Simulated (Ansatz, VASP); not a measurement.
One calculation of Cu, two programs

```
Cu
1.0
     0.00000    1.82571    1.82571
     1.82571    0.00000    1.82571
     1.82571    1.82571    0.00000
Cu
1
Direct
  0.00000 0.00000 0.00000
```

Alike in both runs: task single point; functional PBEsol; k mesh 12 × 12 × 12; occupations fermi-dirac, width 0.06 eV; no spin polarisation.

|  | VASP | Ansatz |
| --- | --- | --- |
| version | VASP 6.6.1 | Ansatz 0.2 development build |
| potentials or method | VASP PAW PBE potentials, release 64 (Cu), cutoff 520 eV | all-electron full-potential LAPW, scalar-relativistic |

|  | VASP | Ansatz | Ansatz less VASP |
| --- | --- | --- | --- |
| pressure (GPa) | -9.6 | -10.3 | -0.68 |

Ansatz ran all-electron here, so the differences hold the error of VASP's frozen core and of both bases.

Caveats: the PAW data sets were made with another functional, which shifts forces and pressure a little (VASP).
